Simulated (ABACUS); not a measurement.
**LiF (Griceite): band structure with TPSS**

The system is LiF (Griceite).

```
CELL_PARAMETERS angstrom
0.00000 2.01400 2.01400
2.01400 0.00000 2.01400
2.01400 2.01400 0.00000
ATOMIC_POSITIONS crystal
F 0.50000 0.50000 0.50000
Li 0.00000 0.00000 0.00000
```

| Property | Result |
| --- | --- |
| Program | ABACUS 3.10.1 |
| Task | band structure |
| Functional | TPSS |
| Potentials or basis | SG15 ONCV 1.2 PBE |
| Cutoff | 1320 eV |
| Density cutoff | 5279 eV |
| Basis | plane waves |
| Occupations | fermi-dirac, width 0.05 eV |
| Spin | no spin polarisation |
| Radial cutoff of the potentials (pseudo_rcut) | 10 bohr |
| Threshold of the eigensolver | 1e-07 Ry |
| Density | read from an earlier self-consistent run |
| Path | G-X-W-K-G-L-U-W-L-K, U-X |
| Points for each segment of the path | 10 |
| SCF threshold on the density | 1e-08 |
| Max SCF steps | 100 |
| Eigensolver | dav |
| Mixing | broyden |
| Mixing share | 0.7 |
| Symmetry key | -1 |
| Bands | 15 |

The band gap along the path is 9.38 eV, direct.

Levels at the corners of the path, in eV from the Fermi level:
```tsv
point	band 2	band 3	band 4	band 5	band 6	band 7	band 8	band 9
Γ	-21.95	-1.62	-1.62	-1.62	7.76	23.22	23.22	23.22
X	-21.26	-4.59	-2.61	-2.61	13.64	15.14	16.35	19.38
W	-21.29	-3.67	-3.67	-2.42	13.86	13.86	16.53	18.19
K	-21.30	-4.09	-3.17	-2.35	13.31	13.73	17.33	18.82
Γ	-21.95	-1.62	-1.62	-1.62	7.76	23.22	23.22	23.22
L	-21.52	-4.14	-1.85	-1.85	9.60	15.49	18.05	18.05
U	-21.30	-4.09	-3.17	-2.35	13.31	13.73	17.33	18.82
W	-21.29	-3.67	-3.67	-2.42	13.86	13.86	16.53	18.19
L	-21.52	-4.14	-1.85	-1.85	9.60	15.49	18.05	18.05
K	-21.30	-4.09	-3.17	-2.35	13.31	13.73	17.33	18.82
U	-21.30	-4.09	-3.17	-2.35	13.31	13.73	17.33	18.82
X	-21.26	-4.59	-2.61	-2.61	13.64	15.14	16.35	19.38
```

Wall time 7.2 s on 4 MPI ranks on AMD EPYC 9R45 96-Core Processor (Zen 5), on a shared host, peak memory 0.36 GiB a rank.

Caveat: the density is read from an earlier self-consistent run, whose mesh may be coarse.
